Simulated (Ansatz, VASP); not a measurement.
## Two plane-wave programs on In

```
In
1.0
    -1.69510    1.69510    2.39225
     1.69510   -1.69510    2.39225
     1.69510    1.69510   -2.39225
In
1
Direct
  0.00000 0.00000 0.00000
```

Alike in both runs: functional PBE; k mesh 18 × 18 × 18; occupations gaussian, width 0.1 eV; no spin polarisation.

Ansatz relaxed the structure, and its values are those at the end. VASP's run is a single point on that final structure, the one shown.

|  | VASP | Ansatz |
| --- | --- | --- |
| version | VASP 6.6.1 | Ansatz 0.2.0 |
| potentials or method | VASP PAW PBE potentials, release 64 (In_d) | scalar-relativistic, plane waves, PAW |
| plane-wave cutoff (eV) | 520 | 420 |
| valence electrons in the cell | 13 | 13 |

|  | VASP | Ansatz | Ansatz less VASP |
| --- | --- | --- | --- |
| gap on the k mesh at the Fermi level (eV) | none | none | - |
| pressure (GPa) | -0.1 | 0.0 | +0.08 |

A gap of «none» marks a metal or a gap that the smearing closes. The functional is the same, so the differences come from potentials, cutoffs and numerics.
